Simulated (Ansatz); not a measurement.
**Selenium, trigonal (grey) selenium: convergence with the k-point mesh**

Computed with Ansatz, r²SCAN, scalar-relativistic PAW, on the relaxed cell (a = 4.493 Å, c = 4.992 Å (c/a = 1.111); spin not included). Errors count from a run at 500 eV on a Γ-centred 8×8×6 mesh with Fermi-Dirac smearing of 0.05 eV, extrapolated to zero width. Fixed here: cutoff 500 eV, Fermi-Dirac width 0.05 eV. The SCF starts from atomic densities corrected by a trained network.

| k-mesh | E(σ→0) error (meV/atom) | P (GPa) | SCF iterations |
| --- | --- | --- | --- |
| 2×2×1 | -349.3 | -2.46 | 6 |
| 2×2×2 | 38.4 | 0.15 | 6 |
| 3×3×3 | 1.4 | 0.09 | 6 |
| 4×4×3 | -1.8 | 0.03 | 6 |
| 5×5×4 | 0.5 | 0.04 | 6 |
| 7×7×5 | -0.2 | 0.03 | 6 |
| 9×9×7 | 0.0 | 0.03 | 6 |
| 12×12×9 | 0.0 | 0.03 | 6 |

Within 5 meV/atom of the last row: from 3×3×3 on.
